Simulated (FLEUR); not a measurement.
Here is a FLEUR MaX-R8.1 (later development tree) calculation.

The input inp.xml:

```xml
<?xml version="1.0" encoding="UTF-8" standalone="no"?>
<fleurInput fleurInputVersion="0.39">
   <comment>
      CuAu                                                                                                
   </comment>
   <calculationSetup>
      <cutoffs Kmax="4.26" Gmax="13.2" GmaxXC="13.2" numbands="0"/>
      <scfLoop itmax="60" minDistance="0.00001" maxIterBroyd="15" imix="Anderson" alpha="0.05" precondParam="0.0" spinf="2.0" sdNocoIR="T"/>
      <coreElectrons ctail="T" frcor="F" kcrel="0" coretail_lmax="0"/>
      <xcFunctional name="pbe" relativisticCorrections="F"/>
      <magnetism jspins="1"/>
      <soc l_soc="F" theta="0.0" phi="0.0" spav="F"/>
      <expertModes spex="0" secvar="F"/>
      <geometryOptimization l_f="T" forcealpha="1.0" forcemix="BFGS" epsdisp="0.0005" epsforce="0.0002"/>
      <ldaU l_linMix="F" mixParam="0.05" spinf="1.0"/>
   </calculationSetup>
   <cell>
      <bzIntegration valenceElectrons="38.0" mode="hist" fermiSmearingEnergy="0.00183747">
         <kPointListSelection listName="default-1"/>
         <!-- k-points included here -->
         <xi:include xmlns:xi="http://www.w3.org/2001/XInclude" href="kpts.xml"> </xi:include>
      </bzIntegration>
      <!-- symmetry operations included here -->
      <xi:include xmlns:xi="http://www.w3.org/2001/XInclude" href="sym.xml"> </xi:include>
      <bulkLattice scale="1.0">
         <bravaisMatrix>
            <row-1>    5.3115466751966567     0.0000000000000000     0.0000000000000000</row-1>
            <row-2>    0.0000000000000000     5.3115466751966567     0.0000000000000000</row-2>
            <row-3>    0.0000000000000000     0.0000000000000000     6.9636407691509996</row-3>
         </bravaisMatrix>
      </bulkLattice>
   </cell>
   <atomSpecies>
      <species name="Gold (Au)" element="Au" atomicNumber="79">
         <mtSphere radius="2.3" gridPoints="783" logIncrement="0.017"/>
         <atomicCutoffs lmax="9" lnonsphr="9"/>
         <electronConfig flipSpins="F">
            <coreConfig>(1s1/2) (2s1/2) (2p1/2) (2p3/2) (3s1/2) (3p1/2) (3p3/2) (4s1/2) (3d3/2) (3d5/2) (4p1/2) (4p3/2) (4d3/2) (4d5/2) (4f5/2) (4f7/2)</coreConfig>
            <valenceConfig>(5s1/2) (5p1/2) (5p3/2) (6s1/2) (5d3/2) (5d5/2)</valenceConfig>
            <stateOccupation state="(6s1/2)" spinUp="0.500000" spinDown="0.500000"/>
         </electronConfig>
         <energyParameters s="6" p="6" d="5" f="5"/>
         <lo type="SCLO" l="0" n="5" eDeriv="0"/>
         <lo type="SCLO" l="1" n="5" eDeriv="0"/>
         <lo type="SCLO" l="1" n="5" eDeriv="1"/>
         <lo type="SCLO" l="2" n="5" eDeriv="2"/>
         <lo type="SCLO" l="3" n="5" eDeriv="2"/>
      </species>
      <species name="Copper (Cu)" element="Cu" atomicNumber="29">
         <mtSphere radius="2.3" gridPoints="783" logIncrement="0.016"/>
         <atomicCutoffs lmax="9" lnonsphr="9"/>
         <electronConfig flipSpins="F">
            <coreConfig>(1s1/2) (2s1/2) (2p1/2) (2p3/2)</coreConfig>
            <valenceConfig>(3s1/2) (3p1/2) (3p3/2) (4s1/2) (3d3/2) (3d5/2)</valenceConfig>
            <stateOccupation state="(4s1/2)" spinUp="0.500000" spinDown="0.500000"/>
         </electronConfig>
         <energyParameters s="4" p="4" d="3" f="4"/>
         <lo type="SCLO" l="0" n="3" eDeriv="0"/>
         <lo type="SCLO" l="1" n="3" eDeriv="0"/>
         <lo type="SCLO" l="1" n="3" eDeriv="1"/>
         <lo type="SCLO" l="2" n="3" eDeriv="2"/>
         <lo type="SCLO" l="3" n="4" eDeriv="2"/>
      </species>
   </atomSpecies>
   <atomGroups>
      <atomGroup species="Gold (Au)">
         <relPos label="                   1">.0000000000 .0000000000 .0000000000</relPos>
         <force calculate="T" relaxXYZ="TTT"/>
      </atomGroup>
      <atomGroup species="Copper (Cu)">
         <relPos label="                   2">1.000/2.000 1.000/2.000 1.000/2.000</relPos>
         <force calculate="T" relaxXYZ="TTT"/>
      </atomGroup>
   </atomGroups>
   <output dos="F" band="F" slice="F">
      <checks vchk="F" cdinf="F"/>
      <bandDOS minEnergy="-.5*Htr" maxEnergy="0.5*Htr" sigma="0.015" storeEVData="T"/>
      <vacuumDOS vacdos="F" integ="F" star="F" nstars="0" locx1="0.0" locy1="0.0" locx2="0.0" locy2="0.0" nstm="0" tworkf="0.0"/>
      <unfoldingBand unfoldBand="F" supercellX="1" supercellY="1" supercellZ="1"/>
      <plotting iplot="0" polar="F">
         <plot TwoD="T" vec1="  1.0  0.0  0.0" vec2="  0.0  1.0  0.0" vec3="  0.0  0.0  1.0" zero="  0.0  0.0  0.0" file="plot"/>
      </plotting>
      <chargeDensitySlicing numkpt="0" minEigenval="0.0" maxEigenval="0.0" nnne="0" pallst="F"/>
      <specialOutput eonly="F"/>
      <moessbauerParams electricFieldGradient="T" isomerShift="T" coreHyperfine="T" valenceHyperfine="T"/>
      <magneticCircularDichroism mcd="F" energyLo="-10.0" energyUp="0.0"/>
   </output>
  <!-- We include the file relax.xml here to enable relaxations (see documentation) -->
  <xi:include xmlns:xi="http://www.w3.org/2001/XInclude" href="relax.xml"> <xi:fallback/> </xi:include>
</fleurInput>
```

Contents of crystal.txt:

```
CuAu
&input cartesian=F /
2.8107494552  0.0000000000  0.0000000000
0.0000000000  2.8107494552  0.0000000000
0.0000000000  0.0000000000  3.6850000000
1.8897261246
1.0 1.0 1.0

2
79 0.0000000000  0.0000000000  0.0000000000
29 0.5000000000  0.5000000000  0.5000000000

&kpt div1=9 div2=9 div3=7 gamma=T /
```

Potentials or basis: all-electron, FLAPW.

The run is started by

```bash
$ inpgen -f crystal.txt -profile fastHighL
$ # inp.xml edited to the form shown
$ fleur_MPI
```

Predict the band gap on the k mesh.

none (metal or under the smearing width).

Core levels (eV from the Fermi level):
```csv
atom,levels
1 Au,"1s1/2 -80655.3, 2s1/2 -14217.5, 2p1/2 -13631.4, 2p3/2 -11795.5, 3s1/2 -3353.8, 3p1/2 -3090.8, 3p3/2 -2685.6, 4s1/2 -726.4, 3d3/2 -2250.0, 3d5/2 -2162.9, 4p1/2 -614.3, 4p3/2 -517.1, 4d3/2 -333.9, 4d5/2 -315.9, 4f5/2 -81.0, 4f7/2 -77.2"
2 Cu,"1s1/2 -8846.6, 2s1/2 -1059.9, 2p1/2 -928.2, 2p3/2 -907.7"
```

Spin-orbit coupling is left out, which matters for the levels of Au.
